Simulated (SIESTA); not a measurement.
SrO:

```xyz
2
Lattice="0.0000 2.5663 2.5663 2.5663 0.0000 2.5663 2.5663 2.5663 0.0000" Properties=species:S:1:pos:R:3 pbc="T T T"
Sr    2.5663    2.5663    2.5663
O     0.0000    0.0000    0.0000
```

Base run:

| Item | Value |
| --- | --- |
| Program | SIESTA 5.4.2 |
| Functional | revPBE |
| Potentials or basis | PseudoDojo 0.4 standard (PBE files) |
| Basis | DZP (energy shift 0.003 Ry; two zetas on semicore shells; d shell added on Sr) |
| Grid cutoff | 800 Ry |
| Energy shift | 0.003 Ry |
| k mesh | 9 × 9 × 9 |
| Occupations | fermi-dirac, width 0.05 eV |
| Spin | no spin polarisation |

Its results: band gap on the k mesh 3.41 eV, indirect (least direct gap 3.51 eV); pressure 6.3 GPa.

Question: The run is repeated on the same cell with these changes: functional from revPBE to PBE. What comes out?

Answer: Band gap on the k mesh 3.31 eV, indirect (least direct gap 3.41 eV); pressure 4.1 GPa.

PBE binds more tightly than revPBE, so the same cell stands under less pressure.

Caveats: the basis of atomic orbitals isn't converged, which shifts pressures, moduli and gaps; the potentials were made for another functional, which shifts forces and pressure (some runs).

A k mesh can miss the band edges.

Not every run made on this cell is shown here.
